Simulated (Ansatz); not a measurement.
Rows from a G0W0 calculation on O on the F site plus F vacancy in KF (31-atom cell) (Ansatz 0.2.0; G0W0 on LDA, plane waves, PAW; PAW set soft_1; 2×2×2 mesh, 726 empty bands, screening to 90 eV, PAW set soft_1 files), in eV. Spin-orbit coupling is left out.

| row | k | band | start | Σx | Σc at the solution | Vxc |
| --- | --- | --- | --- | --- | --- | --- |
| A | Γ | c3 | 8.866 | -3.984 | -3.137 | -9.295 |
| B | Γ | c2 | 7.786 | -4.763 | -2.829 | -9.245 |
| C | Γ | c1 | 6.060 | -3.911 | -2.839 | -8.004 |
| D | Γ | v3 | 4.625 | -22.923 | 4.179 | -18.089 |
| E | Γ | v2 | 4.691 | -23.556 | 4.385 | -18.483 |
| F | Γ | v1 | 4.710 | -23.419 | 4.362 | -18.366 |

Question: Give the quasiparticle energies and the shift of each level.

The quasiparticle equation reads E = start + Σx + Σc(E) − Vxc.

```
row  E (eV)  shift (eV)
  A  11.039      +2.174
  B   9.440      +1.654
  C   7.314      +1.253
  D   3.970      −0.655
  E   4.003      −0.688
  F   4.020      −0.690
```

The gap over the computed points goes from 1.35 eV to 3.29 eV.

Limits: not at the basis limit.

[Paths, hosts, dates, memory and timing lines, banners, echoed tables and standing remarks are left out of the program output.]

[Logs are printed without paths, hosts, clocks, repeated set-up lines and the standing remarks that a program may print on its own settings, such as how far it seeks lower states.]

[Runs of the session that timed out or met a known fault of the program may be left out.]

[Cells called generated may have been cut or substituted from an entry of the Crystallography Open Database or the Materials Project.]

[Hosts, paths, dates, database ids (printed as entryN), source tags and the programs' standing remarks are cut or masked in the printed files.]
